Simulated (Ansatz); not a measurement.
# F: a line through a two-coordinate scan

One line of a two-coordinate grid on F (C2/m, No. 12; 4 atoms in the cell): volume per atom is varied, at stretch along a over the lengths across it = 0.923.

Computed with Ansatz 0.2.0 (DFT PBEsol, scalar-relativistic, plane waves, PAW, unless a step's input says otherwise).

72 further runs of the same task are left out: 72 set aside as unsound or not needed.

### 1 The system as given

The structure is monoclinic, space group C2/m (No. 12). The conventional cell has a = 6.219 Å, b = 3.564 Å, c = 7.507 Å, α = 90.00°, β = 112.50°, γ = 90.00°. F (site symmetry m) has 1 F at 1.40 Å as nearest neighbours.

Coordinates:

```cif
data_structure
_symmetry_space_group_name_H-M 'P 1'
_symmetry_Int_Tables_number 1
_cell_length_a 3.5841
_cell_length_b 3.5841
_cell_length_c 7.5074
_cell_angle_alpha 109.394
_cell_angle_beta 109.394
_cell_angle_gamma 59.628
_cell_volume 76.87
loop_
_atom_site_label
_atom_site_type_symbol
_atom_site_fract_x
_atom_site_fract_y
_atom_site_fract_z
_atom_site_occupancy
F1 F 0.08485 0.08485 0.09400 1
F2 F 0.91515 0.91515 0.90600 1
F3 F 0.50157 0.50157 0.59372 1
F4 F 0.49843 0.49843 0.40628 1
```

This cell was relaxed beforehand with the same method: volume 19.22 Å³/atom, gap on the mesh 3.09 eV.

### 2 Plan of the line

The energy is mapped over volume and the cell's shape.

The axes are (1) volume per atom: 11 values from 16.91 to 21.52 Å³; (2) stretch along a over the lengths across it, relative to the relaxed cell: 11 values from 0.923 to 1.083.

Nothing else is relaxed (fractional coordinates fixed). Energies count from the relaxed crystal. Points are written as (first, second).

### 3 Point (16.91 Å³, 0.923)

input.yaml reads:

```yaml
crystal:
  lattice:
    - [2.8166071597, -1.7538468769, -0.2172410426]
    - [2.8166071597, 1.7538468769, -0.2172410426]
    - [-2.0774519833, 0.0, 7.0069315491]
  atoms:
    - { symbol: F, position: [0.0848459664, 0.0848459664, 0.0940038325] }
    - { symbol: F, position: [0.9151540336, 0.9151540336, 0.9059961675] }
    - { symbol: F, position: [0.5015719855, 0.5015719855, 0.5937195244] }
    - { symbol: F, position: [0.4984280145, 0.4984280145, 0.4062804756] }
basis:
  ecutwfc: 520.0
kpoints:
  mp_grid: { grid: [4, 4, 2] }
hamiltonian:
  xc: pbesol
scf:
  occupations: { method: gaussian, width: 0.05 }
output:
  forces: true
  stress: true
  eigenvalues: true
```

Started as:

```bash
$ ansatz run input.yaml --threads 1 --pin off --max-ram 2048MiB --backend cpu --events-out ev --progress --plain --runs-dir out
```

The session goes on with these runs: the other points of the line.

Q: Predict the outcome of this session. Wanted: for each run, volume per atom; energy; slope; pressure; largest force on an atom.

**Answer**, as computed:

| volume per atom (Å³) | step | energy (meV/atom) | slope (meV/atom per Å³) | pressure (GPa) | band gap on the k-mesh (eV) | largest force on an atom (eV/Å) |
| --- | --- | --- | --- | --- | --- | --- |
| 16.91 | 3 | 14.9 | −22.1 | 3.5 | 3.43 | 1.50 |
| 17.37 | 4 | 6.7 | −13.9 | 2.2 | 3.29 | 0.95 |
| 17.83 | 5 | 2.0 | −6.6 | 1.1 | 3.16 | 0.46 |
| 18.29 | 6 | 0.43 | −0.3 | 0.0 | 3.03 | 0.01 |
| 18.76 | 7 | 1.6 | 5.3 | −0.9 | 2.91 | 0.43 |
| 19.22 | 8 | 5.2 | 10.3 | −1.6 | 2.79 | 0.81 |
| 19.68 | 9 | 11.0 | 14.6 | −2.3 | 2.69 | 1.16 |
| 20.14 | 10 | 18.6 | 18.5 | −3.0 | 2.58 | 1.48 |
| 20.60 | 11 | 27.9 | 21.8 | −3.5 | 2.48 | 1.78 |
| 21.06 | 12 | 38.7 | 24.8 | −4.0 | 2.39 | 2.05 |
| 21.52 | 13 | 50.7 | 27.3 | −4.4 | 2.30 | 2.29 |

Energies count from the relaxed crystal. Slopes come from the forces (and the stress, where the cell changes), not from differences of energies.

In words: Along the line the energy is lowest at 18.29 Å³, 0.43 meV/atom from the zero. The highest point computed, at 21.52 Å³, lies 50.3 meV/atom above the lowest. This is one cut through a surface in two coordinates; the map's lowest point lies off it. The cutoff or the k-mesh is coarse on purpose, so the map is rough. In some runs cutoff or mesh lie under the advised values, so their numbers carry a basis error.

The gaps are Kohn-Sham values of a semilocal functional, not quasiparticle or optical gaps. Such gaps usually fall short of the measured ones.
